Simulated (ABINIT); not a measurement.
MgS (Niningerite) in ABINIT: the effect of functional

Crystal: MgS (Niningerite).

```
CELL_PARAMETERS angstrom
0.00000 2.60165 2.60165
2.60165 0.00000 2.60165
2.60165 2.60165 0.00000
ATOMIC_POSITIONS crystal
S 0.50000 0.50000 0.50000
Mg 0.00000 0.00000 0.00000
```

Alike in all runs:

- Program: ABINIT 10.8.3 (patched build)
- Task: equation of state
- Potentials or basis: JTH PAW PBE v2.0
- Cutoff: 653 eV
- k mesh: 9 × 9 × 9
- Occupations: fermi-dirac, width 0.05 eV
- Spin: no spin polarisation

```tsv
functional	V0 of scaled cells (Å³/atom)	B0 (GPa)
PBE	17.90	74
LDA	16.95	83
PBEsol	17.41	78
RPBE	18.39	70
BLYP	18.55	69
AM05	?	?
r2SCAN	17.65	80
SCAN	17.48	81
revPBE	18.29	70
```

Q: What does the run with functional AM05 give?

A: V0 of scaled cells 17.50 Å³/atom; B0 76 GPa.

Caveats: pressures at fixed basis lie under the slope of the energies; the PAW data sets were made with another functional, which shifts forces and pressure a little (some runs).
